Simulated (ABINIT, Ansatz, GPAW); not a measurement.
The net moment per atom of FeGe2, sorted by core time

```
Ge Fe
1.0
    -2.95956    2.95956    2.45140
     2.95956   -2.95956    2.45140
     2.95956    2.95956   -2.45140
Ge Fe
4 2
Direct
  0.84511 0.34511 0.19021
  0.65489 0.84511 0.50000
  0.34511 0.15489 0.50000
  0.15489 0.65489 0.80979
  0.25000 0.25000 0.00000
  0.75000 0.75000 0.00000
```

The cell is a database's computed one, not the measured one.

| rung | level | program and potentials | cutoff (eV) | k mesh | smearing | task | core time | chip | net moment per atom (μB) | notes |
| --- | --- | --- | --- | --- | --- | --- | --- | --- | --- | --- |
| GGA | PBEsol | Ansatz, all-electron LAPW, scalar-relativistic | - | 7 × 7 × 7 | fermi-dirac 0.05 | single point | 3.5 min | Arm Neoverse V2 | 0.40 | - |
| LDA | LDA | Ansatz, all-electron LAPW, scalar-relativistic | - | 7 × 7 × 7 | fermi-dirac 0.05 | band structure | 6.2 min | Intel Xeon Skylake/Cascade Lake | 0.37 | - |
| meta-GGA | r2SCAN | GPAW, GPAW PAW data sets (gpaw-data 1.2.1) | 600 | 5 × 5 × 5 | fermi-dirac 0.05 | band structure | 17 min | Arm Neoverse V2 | 0.52 | potentials made for PBE; 5.33 valence electrons an atom on average |
| LDA | LDA | ABINIT, JTH PAW LDA v2.0 | 707 | 4 × 4 × 4 | fermi-dirac 0.05 | band structure | 2.1 h | Intel Xeon Platinum 8375C Ice Lake | 0.39 | coarse mesh; 14.67 valence electrons an atom on average |

Times are single runs on shared hosts and different chips, so they are rough; meshes, cutoffs and the tasks' sizes weigh on the time. All rows: collinear spin, ferromagnetic start. Smearing widths are in eV. For a metal such meshes aren't converged. Meshes differ between rows, which moves values too. Meshes are those of the run's cell of 6 atoms unless a note names another. A magnetic state is the one that its parallel start led to; the crystal's real order can differ. Runs on faulty files, with rough fits or with known faults for this quantity aren't shown. PBE isn't shown for this crystal. No row holds spin-orbit coupling.

By rung: LDA 0.37; GGA 0.40; meta-GGA 0.52; LDA on coarse meshes 0.39 (μB).
